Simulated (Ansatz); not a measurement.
Sr: levels along high-symmetry lines

```
CELL_PARAMETERS angstrom
0.00000 3.04235 3.04235
3.04235 0.00000 3.04235
3.04235 3.04235 0.00000
ATOMIC_POSITIONS crystal
Sr 0.00000 0.00000 0.00000
```

Conventional cell: a = 6.085 Å, b = 6.085 Å, c = 6.085 Å, α = 90.00°, β = 90.00°, γ = 90.00°. Sr (atom 1) is surrounded by 12 Sr at 4.30 Å.

The cell is COD entry 9008484, as deposited and not checked against the literature; nothing was relaxed.

Computed with DFT, PBE, all-electron LAPW, scalar-relativistic in Ansatz 0.2.0.

The runs use a Γ-centred 10×10×10 k mesh, Fermi–Dirac smearing of 0.08 eV, basis error target 0.5 meV/atom, no spin polarisation.

Points in fractions of the reciprocal vectors of this cell: Γ (0, 0, 0), X (0.5, 0, 0.5), U (0.625, 0.25, 0.625), K (0.375, 0.375, 0.75), L (0.5, 0.5, 0.5), W (0.5, 0.25, 0.75). The path joins them by straight lines in the order Γ–X–U–K–Γ–L–W–X; legs that retrace an earlier one aren't tabulated. Energies are in eV from the Fermi level.

**Question.** Metal or insulator at this level of theory?

**Answer.** No gap opens: metallic or semimetallic.

**Question.** Tabulate bands 6 to 12, counted from the lowest band of the run, along the path.

**Answer.** 
| k (1/Å) | point | band 6 | band 7 | band 8 | band 9 | band 10 | band 11 | band 12 |
| --- | --- | --- | --- | --- | --- | --- | --- | --- |
| 0.00 | Γ | -36.63 | -18.52 | -18.52 | -18.52 | -3.60 | 2.33 | 2.33 |
| 0.15 |  | -36.63 | -18.53 | -18.53 | -18.53 | -3.50 | 2.17 | 2.38 |
| 0.30 |  | -36.63 | -18.56 | -18.54 | -18.54 | -3.18 | 1.78 | 2.54 |
| 0.44 |  | -36.62 | -18.59 | -18.55 | -18.55 | -2.69 | 1.34 | 2.42 |
| 0.59 |  | -36.62 | -18.63 | -18.56 | -18.56 | -2.06 | 0.94 | 1.81 |
| 0.74 |  | -36.62 | -18.66 | -18.58 | -18.58 | -1.38 | 0.63 | 1.34 |
| 0.89 |  | -36.61 | -18.69 | -18.59 | -18.59 | -0.83 | 0.44 | 1.07 |
| 1.03 | X | -36.61 | -18.69 | -18.59 | -18.59 | -0.61 | 0.38 | 1.00 |
| 1.08 |  | -36.61 | -18.69 | -18.59 | -18.59 | -0.59 | 0.38 | 0.99 |
| 1.14 |  | -36.61 | -18.69 | -18.59 | -18.59 | -0.56 | 0.38 | 0.98 |
| 1.19 |  | -36.61 | -18.69 | -18.60 | -18.59 | -0.50 | 0.39 | 0.95 |
| 1.24 |  | -36.61 | -18.68 | -18.60 | -18.58 | -0.42 | 0.39 | 0.92 |
| 1.29 |  | -36.61 | -18.68 | -18.61 | -18.58 | -0.32 | 0.37 | 0.88 |
| 1.35 |  | -36.61 | -18.67 | -18.62 | -18.58 | -0.20 | 0.32 | 0.85 |
| 1.40 | U | -36.61 | -18.66 | -18.63 | -18.58 | -0.07 | 0.24 | 0.81 |
| 1.49 |  | -36.61 | -18.66 | -18.63 | -18.58 | -0.02 | 0.21 | 0.80 |
| 1.58 |  | -36.61 | -18.66 | -18.63 | -18.58 | 0.02 | 0.21 | 0.82 |
| 1.67 |  | -36.61 | -18.66 | -18.63 | -18.58 | 0.04 | 0.21 | 0.84 |
| 1.76 |  | -36.61 | -18.66 | -18.63 | -18.58 | 0.04 | 0.21 | 0.84 |
| 1.85 |  | -36.61 | -18.66 | -18.63 | -18.58 | 0.02 | 0.21 | 0.82 |
| 1.94 |  | -36.61 | -18.66 | -18.63 | -18.58 | -0.02 | 0.21 | 0.80 |
| 2.03 | K | -36.61 | -18.66 | -18.63 | -18.58 | -0.07 | 0.24 | 0.81 |
| 2.19 |  | -36.62 | -18.65 | -18.64 | -18.56 | -0.33 | 0.46 | 0.75 |
| 2.34 |  | -36.62 | -18.66 | -18.61 | -18.55 | -1.09 | 0.80 | 1.03 |
| 2.50 |  | -36.62 | -18.64 | -18.58 | -18.54 | -1.88 | 0.98 | 1.63 |
| 2.66 |  | -36.62 | -18.61 | -18.56 | -18.53 | -2.58 | 1.31 | 2.14 |
| 2.81 |  | -36.63 | -18.57 | -18.54 | -18.53 | -3.13 | 1.73 | 2.40 |
| 2.97 |  | -36.63 | -18.54 | -18.53 | -18.52 | -3.48 | 2.15 | 2.38 |
| 3.13 | Γ | -36.63 | -18.52 | -18.52 | -18.52 | -3.60 | 2.33 | 2.33 |
| 3.25 |  | -36.63 | -18.53 | -18.52 | -18.52 | -3.52 | 2.20 | 2.37 |
| 3.38 |  | -36.63 | -18.56 | -18.53 | -18.53 | -3.29 | 1.88 | 2.46 |
| 3.51 |  | -36.63 | -18.59 | -18.53 | -18.53 | -2.91 | 1.47 | 2.50 |
| 3.64 |  | -36.62 | -18.63 | -18.54 | -18.54 | -2.43 | 1.05 | 2.43 |
| 3.76 |  | -36.62 | -18.67 | -18.54 | -18.54 | -1.88 | 0.63 | 2.31 |
| 3.89 |  | -36.62 | -18.69 | -18.55 | -18.55 | -1.36 | 0.25 | 2.21 |
| 4.02 | L | -36.62 | -18.70 | -18.55 | -18.55 | -1.10 | 0.04 | 2.18 |
| 4.12 |  | -36.62 | -18.70 | -18.55 | -18.55 | -1.04 | 0.03 | 2.08 |
| 4.23 |  | -36.62 | -18.69 | -18.57 | -18.55 | -0.87 | 0.02 | 1.83 |
| 4.33 |  | -36.62 | -18.68 | -18.58 | -18.56 | -0.61 | 0.01 | 1.50 |
| 4.44 |  | -36.62 | -18.67 | -18.61 | -18.57 | -0.27 | 0.01 | 1.18 |
| 4.54 |  | -36.61 | -18.66 | -18.62 | -18.58 | 0.03 | 0.12 | 0.90 |
| 4.65 |  | -36.61 | -18.65 | -18.64 | -18.59 | 0.07 | 0.46 | 0.70 |
| 4.75 | W | -36.61 | -18.64 | -18.64 | -18.59 | 0.09 | 0.63 | 0.63 |
| 4.82 |  | -36.61 | -18.65 | -18.63 | -18.59 | 0.04 | 0.56 | 0.70 |
| 4.90 |  | -36.61 | -18.66 | -18.62 | -18.59 | -0.09 | 0.50 | 0.77 |
| 4.97 |  | -36.61 | -18.67 | -18.61 | -18.59 | -0.25 | 0.46 | 0.84 |
| 5.04 |  | -36.61 | -18.68 | -18.60 | -18.59 | -0.40 | 0.42 | 0.90 |
| 5.12 |  | -36.61 | -18.69 | -18.59 | -18.59 | -0.51 | 0.40 | 0.95 |
| 5.19 |  | -36.61 | -18.69 | -18.59 | -18.59 | -0.58 | 0.38 | 0.99 |
| 5.27 | X | -36.61 | -18.69 | -18.59 | -18.59 | -0.61 | 0.38 | 1.00 |
